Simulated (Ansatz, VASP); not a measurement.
# One calculation of Al, two programs

The input INCAR:

```
PREC = Accurate
ENCUT = 520
EDIFF = 1E-6
ISMEAR = 0
SIGMA = 0.1
LREAL = F
LASPH = T
NELM = 60
ALGO = Normal
ISIF = 2
LWAVE = F
LCHARG = F
LDIPOL = T
IDIPOL = 3
DIPOL = 0.5 0.5 0.500
GGA = PE
NBANDS = 16
```

KPOINTS

```
regular mesh
0
Gamma
  12 12 1
```

File POSCAR:

```
Al
1.0
    2.8571513840      0.0000000000      0.0000000000
   -1.4285756920      2.4743656810      0.0000000000
    0.0000000000      0.0000000000     24.3314173450
Al
5
Direct
    0.6666666667      0.3333333333      0.3082434489
    0.3333333333      0.6666666667      0.4041217245
    0.0000000000      0.0000000000      0.5000000000
    0.6666666667      0.3333333333      0.5958782755
    0.3333333333      0.6666666667      0.6917565511
```

Input for Ansatz:

```yaml
crystal:
  lattice:
    - [2.857151384, 0.0, 0.0]
    - [-1.428575692, 2.474365681, 0.0]
    - [0.0, 0.0, 24.331417345]
  atoms:
    - { symbol: Al, position: [0.6666666667, 0.3333333333, 0.3082434489] }
    - { symbol: Al, position: [0.3333333333, 0.6666666667, 0.4041217245] }
    - { symbol: Al, position: [0.0, 0.0, 0.5] }
    - { symbol: Al, position: [0.6666666667, 0.3333333333, 0.5958782755] }
    - { symbol: Al, position: [0.3333333333, 0.6666666667, 0.6917565511] }
basis:
  ecutwfc: 420
kpoints:
  mp_grid: { grid: [12, 12, 1] }
hamiltonian:
  xc: pbe
scf:
  occupations: { method: gaussian, width: 0.1 }
output:
  forces: true
  stress: true
  eigenvalues: true
efield:
  axis: 3
  dipole_correction: true
  ramp_width: 0.04
```

Alike in both runs: task single point; functional PBE; k mesh 12 × 12 × 1; occupations gaussian, width 0.1 eV; no spin polarisation.

|  | VASP | Ansatz |
| --- | --- | --- |
| version | VASP 6.6.1 | Ansatz 0.2.0 |
| potentials or method | VASP PAW PBE potentials, release 64 (Al) | scalar-relativistic, plane waves, PAW |
| plane-wave cutoff (eV) | 520 | 420 |
| valence electrons in the cell | 15 | 15 |

```tsv
	VASP	Ansatz	Ansatz less VASP
gap on the k mesh at the Fermi level (eV)	none	none	-
rms of the force components (eV/Å)	0.050	0.050	+0.0004
```

Atom by atom the forces differ by 0.001 eV/Å (rms over components). A gap of «none» marks a metal or a gap that the smearing closes.
